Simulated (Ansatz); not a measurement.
Ge:

```
Ge
1.0
    -2.57449    2.57449    1.39741
     2.57449   -2.57449    1.39741
     2.57449    2.57449   -1.39741
Ge
2
Direct
  0.50000 0.50000 0.00000
  0.25000 0.75000 0.50000
```

This isn't the form of Ge at room conditions, which is diamond.

Program: Ansatz 0.2.0. Alike in all runs: task band structure; potentials or basis Ansatz PAW; no spin polarisation; cell as given; cutoff (eV) 420; smearing fermi-dirac 0.05 eV.

Order these runs on this cell by their pressure, lowest first.
A. level HSEsol; k mesh 6 × 6 × 6; points for each segment of the path 4; mesh quality coarse
B. level RPBE; k mesh 11 × 11 × 11; points for each segment of the path 14; mesh quality not flagged
C. level HSE06; k mesh 6 × 6 × 6; points for each segment of the path 4; mesh quality coarse

A (-2.3 GPa), C (0.0 GPa), B (5.0 GPa).

Caveats: some runs use coarse meshes; the PAW data sets come from PBE, with cores solved anew for the run's functional, which leaves a small shift of forces and pressure; the thresholds are loose for stress (some runs).

Runs at the PBE level aren't shown here.
